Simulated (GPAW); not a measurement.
Runs of GPAW 26.7.0 on Co. It takes space group P6_3/mmc (No. 194, hexagonal). The conventional cell has a = 2.472 Å, b = 2.472 Å, c = 4.021 Å, α = 90.00°, β = 90.00°, γ = 120.00°. Around Co (site symmetry -6m2) lie 12 Co at 2.47 Å. 

| task | level | potentials or basis | U | k mesh | band path | band points | eigensolver | pressure (GPa) | moment (μB) |
| --- | --- | --- | --- | --- | --- | --- | --- | --- | --- |
| band structure | LDA+U | the program's PAW data sets (release 1.2.1) made for this functional, pw | Co d U = 7 eV | 9 × 9 × 5 | GMKGALHA,LM,KH | 100 | - | (a) | 4.01 |
| band structure | LDA | the program's PAW data sets (release 1.2.1) made for this functional, pw | - | 9 × 9 × 5 | GMKGALHA,LM,KH | 60 | - | -14.7 | (c) |
| band structure | BLYP | PAW data sets generated in the run's folder for this functional, pw | - | 12 × 12 × 7 | GMKGALHA,LM,KH | 80 | davidson | 13.9 | (b) |
| band structure | r4SCAN | GPAW PAW data sets (gpaw-data 1.2.1), pw | - | 9 × 9 × 5 | GMKGALHA,LM,KH | 100 | - | -1.0 | 3.50 |

Alike in all rows: spin collinear, ferromagnetic start; cell as given; cutoff (eV) 600; smearing fermi-dirac 0.05 eV.

Problem. Estimate the missing entries.

Solution. (a) -1.2; (b) 3.13; (c) 3.04.

Caveats: the U is typed as a test and isn't derived for this compound (some runs); the PAW data sets were made with another functional, which shifts forces and pressure a little (some runs).

Not every run made on this cell is shown here.
